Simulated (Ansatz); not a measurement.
# ZnF2: the cell at several levels of theory

One table from this session's results is given with a row withheld; the runs are named, their logs left out.

Program: Ansatz 0.2.0. PAW datasets, plane waves, zero pressure. No spin polarisation and no zero-point or thermal motion.

### The cell

This is the cell as the run starts from it, not yet at rest; its lengths are not the crystal's.

It is tetragonal, P4_2/mnm (No. 136); conventional cell a = 3.940 Å, c = 2.600 Å, 6.73 Å³ an atom. Around Zn lie 6 F at 1.69–1.70 Å; around F lie 3 Zn at 1.69–1.70 Å.

The structure in full:

```cif
data_structure
_symmetry_space_group_name_H-M 'P4_2/mnm'
_symmetry_Int_Tables_number 136
_cell_length_a 3.9398
_cell_length_b 3.9398
_cell_length_c 2.6003
_cell_angle_alpha 90.000
_cell_angle_beta 90.000
_cell_angle_gamma 90.000
_cell_volume 40.36
loop_
_atom_site_label
_atom_site_type_symbol
_atom_site_symmetry_multiplicity
_atom_site_Wyckoff_symbol
_atom_site_fract_x
_atom_site_fract_y
_atom_site_fract_z
_atom_site_occupancy
Zn1 Zn 2 a 0.00000 0.00000 0.00000 1
F1 F 4 f 0.30500 0.30500 0.00000 1
```

Set-up of the first run:

input.yaml reads:

```yaml
crystal:
  lattice:
    - [3.93984593, 0.0, 0.0]
    - [0.0, 3.93984593, 0.0]
    - [0.0, 0.0, 2.6002983138]
  atoms:
    - { symbol: Zn, position: [0.0, 0.0, 0.0] }
    - { symbol: Zn, position: [0.5, 0.5, 0.5] }
    - { symbol: F, position: [0.305, 0.305, 0.0] }
    - { symbol: F, position: [0.195, 0.805, 0.5] }
    - { symbol: F, position: [0.805, 0.195, 0.5] }
    - { symbol: F, position: [0.695, 0.695, 0.0] }
kpoints:
  mp_grid: { grid: [6, 6, 8] }
hamiltonian:
  xc: pbe
scf:
  occupations: { method: fermi_dirac, width: 0.02 }
relax:
  f_tol: 0.005
  cell: {}
```

The run is started by

```bash
ansatz run input.yaml --threads 4 --pin off --max-ram 7372MiB --backend cpu --events-out ev --progress --plain --runs-dir out
```

Steps of the session up to this table: Relaxing with PBE; Relaxing with r2SCAN; Relaxation with PBEsol; Relaxation with LDA.

One of the session's tables, all rows but one given; the rest of the session is left out.

It belongs to the step «The cells side by side». 

| level | a (Å) | c (Å) | volume (Å³/atom) |
| --- | --- | --- | --- |
| PBE | 4.801 | 3.175 | 12.197 |
| r2SCAN | 4.703 | 3.127 | 11.528 |
| PBEsol | 4.720 | 3.126 | 11.608 |
| LDA | ? | ? | ? |

**Question.** Estimate the row for LDA.

As computed: a (Å): 4.631; c (Å): 3.088; volume (Å³/atom): 11.037. In the column «a (Å)» it is the lowest.

The first relaxation changed the volume by +81.3 % from the start. The volume runs from LDA (least) to PBE (most), a spread of 10.5 %, or 3.4 % in length if all axes shared it alike.
